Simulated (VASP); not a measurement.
# GaN: RPA energy

GaN, F-43m (no. 216), 2 atoms in the cell. PBE, RPA; PAW potentials Ga_d_GW, N_GW (PBE set).

Procedure: all-in-one.

## Input

INCAR.step1:
```
ISMEAR   = 0              # smearing method
SIGMA    = 0.05           # smearing width, eV
EDIFF    = 1E-8           # SCF threshold, eV
PREC     = Accurate       # precision mode
LASPH    = T              # aspherical terms in the spheres
LREAL    = F              # projectors in reciprocal space
LCHARG   = F              # write CHGCAR
ENCUT    = 500            # plane-wave cutoff, eV
GGA      = PE             # functional
LWAVE    = T              # write WAVECAR
ALGO     = Normal         # electronic algorithm
```

INCAR.step2, as INCAR.step1 but for:
```
- LWAVE = T
- ALGO = Normal
+ ALGO = G0W0R
+ NOMEGA = 12
+ LOPTICS = T
+ LWAVE = F
+ LFOCKSTD = T
+ MAXMEM = 3000
+ LSINGLES = T
+ NATURALO = 2
```

KPOINTS:
```
k-points
0
Gamma
  3 3 3
```

POSCAR:
```
GaN
1.0
    0.0000000000      2.2535006075      2.2535006075
    2.2535006075      0.0000000000      2.2535006075
    2.2535006075      2.2535006075      0.0000000000
Ga N
1 1
Direct
    0.0000000000      0.0000000000      0.0000000000
    0.2500000000      0.2500000000      0.2500000000
```

Commands (each step's output is kept before the next begins):
```
cat potpaw_PBE.64/Ga_d_GW/POTCAR potpaw_PBE.64/N_GW/POTCAR > POTCAR
cp INCAR.step1 INCAR
mpirun -np 4 vasp_std > vasp.out
cp INCAR.step2 INCAR
mpirun -np 4 vasp_std > vasp.out
```

## Result

- RPA correlation energy, extrapolated (eV): -20.205
- Correlation energy at the largest cutoff (eV): -19.016
- Total energy with exact exchange and no correlation (eV): -23.732
- Total energy in the RPA (eV): -43.936
- Singles (eV): -0.928
- Renormalised singles (eV): -0.930
- GW singles (eV): -0.628
- Gap of the starting orbitals on the mesh (eV): 1.66

Correlation energy against the response cutoff (eV per cell); the program extrapolates from these:

| ENCUTGW (eV) | Correlation energy |
|---|---|
| 333.3 | -19.02 |
| 317.5 | -18.94 |
| 302.3 | -18.85 |
| 287.9 | -18.75 |
| 274.2 | -18.64 |
| 261.2 | -18.52 |
| 248.7 | -18.39 |
| 236.9 | -18.23 |

Limits: The cell's absolute correlation energy isn't converged; only differences at like settings carry meaning.

VASP 6.6.1 took 141 s on 4 cores (Intel Xeon Platinum 8488C (Sapphire Rapids)), a shared host.
